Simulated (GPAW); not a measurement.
TePt in GPAW: convergence with grid spacing (A)

TePt:

```
Te Pt
1.0
     0.00000    2.87303    2.87303
     2.87303    0.00000    2.87303
     2.87303    2.87303    0.00000
Te Pt
1 1
Cartesian
  4.3095 4.3095 4.3095
  0.0000 0.0000 0.0000
```

The cell was built by a generator and needn't be a form met in nature.

```yaml
Program: GPAW 26.7.0
Task: convergence study
Functional: LDA
Potentials_or_basis: the program's PAW data sets (release 1.2.1) made for this functional
Basis: fd
Grid_spacing: 0.26 Å
k_mesh: 8 × 8 × 8
Occupations: fermi-dirac, width 0.05 eV
Spin: no spin polarisation
```

These are the settings of the first run; the series varies grid spacing (A), with any setting tied to it.

Hardware: 1 thread of AMD EPYC 7R43 64-Core Processor (Zen 3) (shared host).

| grid spacing (A) | energy less the tightest run, at zero smearing (meV/atom) | SCF cycles | CPU time (s) | peak memory (GiB) |
| --- | --- | --- | --- | --- |
| 0.26 | -133.30 | 10 | 14 | 0.16 |
| 0.23 | -23.26 | 10 | 25 | 0.21 |
| 0.2 | -23.26 | 10 | 24 | 0.21 |
| 0.18 | -5.98 | 11 | 45 | 0.3 |
| 0.16 | -5.98 | 11 | 48 | 0.3 |
| 0.14 | -1.12 | 11 | 98 | 0.43 |
| 0.12 | 0.00 | 12 | 200 | 0.6 |

Not settled before the last step: the energy (to 1 meV/atom). The tightest run that finished is the yardstick and may itself not be fully converged.

 Spin-orbit coupling is left out, which matters for the levels of Pt, Te.
